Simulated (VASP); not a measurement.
The system is Ge.

```xyz
4
Lattice="4.0504 0.0000 0.0000 -2.0252 3.5078 0.0000 0.0000 0.0000 10.9934" Properties=species:S:1:pos:R:3 pbc="T T T"
Ge    2.0252    1.1693    4.5606
Ge    0.0000    2.3385   10.0573
Ge    0.0000    0.0000    5.2488
Ge    0.0000    0.0000   10.7455
```

This isn't the form of Ge at room conditions, which is diamond.

```yaml
Program: VASP 6.6.1
Task: single point
Functional: PBEsol
Potentials_or_basis: VASP PAW PBE potentials, release 64 (Ge_d)
Cutoff: 520 eV
k_mesh: 8 × 8 × 3
Occupations: fermi-dirac, width 0.05 eV
Spin: no spin polarisation
```

On this cell: pressure -1.6 GPa; largest force 0.172 eV/Å; band gap on the k mesh 0.66 eV, indirect (least direct gap 0.68 eV).

The same run follows on a disturbed copy (atoms moved at random, drawn with an rms of 0.05 Å):

```
Ge
1.0
     4.05040    0.00000    0.00000
    -2.02520    3.50775    0.00000
     0.00000    0.00000   10.99336
Ge
4
Direct
  0.66434 0.33860 0.41211
  0.33390 0.66428 0.91085
  0.00668 0.00658 0.48086
  0.99340 0.98120 0.97955
```

Q: What does the disturbed cell give?

A: The energy moves by +15.9 meV/atom; pressure -1.9 GPa; largest force 0.679 eV/Å; band gap on the k mesh 0.34 eV, indirect (least direct gap 0.58 eV).

Forces in eV/Å, atoms in the order of the input:
```
Ge   0.332  0.055  0.445
Ge   0.047 -0.526  0.426
Ge  -0.332 -0.055 -0.444
Ge  -0.047  0.525 -0.428
```

Stress tensor (GPa, compression positive):
```
-1.97  0.17 -0.29
 0.17 -2.69  0.36
-0.29  0.36 -1.13
```

Caveats: the PAW data sets were made with another functional, which shifts forces and pressure a little; an odd mesh through Γ misses points on the zone boundary, where band edges often lie.
